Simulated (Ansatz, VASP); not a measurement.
**One calculation of CdTe, two programs**

File INCAR:

```
ALGO = Normal
EDIFF = 1E-7
ENCUT = 520
ISIF = 2
ISMEAR = -1
LASPH = T
LCHARG = F
LMIXTAU = T
LREAL = F
LWAVE = F
METAGGA = R2SCAN
NELM = 80
PREC = Accurate
SIGMA = 0.05
```

File KPOINTS:

```
k-points
0
Gamma
  7 7 7
```

Contents of POSCAR:

```
CdTe
1.0
    0.0000000000      3.1395734784      3.1395734784
    3.1395734784      0.0000000000      3.1395734784
    3.1395734784      3.1395734784      0.0000000000
Te Cd
1 1
Direct
    0.7500000000      0.7500000000      0.7500000000
    0.0000000000      0.0000000000      0.0000000000
```

input.yaml

```yaml
crystal:
  lattice:
    - [0.0, 3.1395734784, 3.1395734784]
    - [3.1395734784, 0.0, 3.1395734784]
    - [3.1395734784, 3.1395734784, 0.0]
  atoms:
    - { symbol: Te, position: [0.75, 0.75, 0.75] }
    - { symbol: Cd, position: [0.0, 0.0, 0.0] }
hamiltonian:
  xc: r2scan
  pseudopotentials: { kind: paw }
kpoints:
  mp_grid: { grid: [7, 7, 7] }
scf:
  occupations: { method: fermi_dirac, width: 0.05 }
output:
  forces: true
  stress: true
  eigenvalues: true
  write_density: true
  write_potential: true
  elf: true
  volumetric_format: npy
```

Change from the starting cell: volume scaled by 0.94.

Alike in both runs: task single point; functional r2SCAN; k mesh 7 × 7 × 7; occupations fermi-dirac, width 0.05 eV; no spin polarisation.

|  | VASP | Ansatz |
| --- | --- | --- |
| version | VASP 6.6.1 | Ansatz 0.2.0 |
| potentials or method | VASP PAW PBE potentials, release 64 (Te, Cd) | Ansatz PAW |
| plane-wave cutoff (eV) | 520 | 500 |
| valence electrons in the cell | 18 | 36 |

Ansatz gave:

| Item | Value |
| --- | --- |
| gap on the k mesh at the Fermi level (eV) | 1.59 |
| least direct gap on the mesh (eV) | 1.59 |
| pressure (GPa) | 7.1 |

Question: What did VASP give for the same quantities?

Answer: gap on the k mesh at the Fermi level (eV): 1.59; least direct gap on the mesh (eV): 1.59; pressure (GPa): 7.3.

The two sets of potentials don't hold the same shells in valence.

Caveats: spin-orbit coupling is left out, which moves the levels of the heavy elements; the PAW data sets were made with another functional, which shifts forces and pressure a little (VASP); odd divisions of the mesh miss points on the zone boundary, where band edges often lie, so the gap on the mesh can be too wide (Ansatz); the PAW data sets come from PBE, with cores solved anew for the run's functional, which leaves a small shift of forces and pressure (Ansatz).
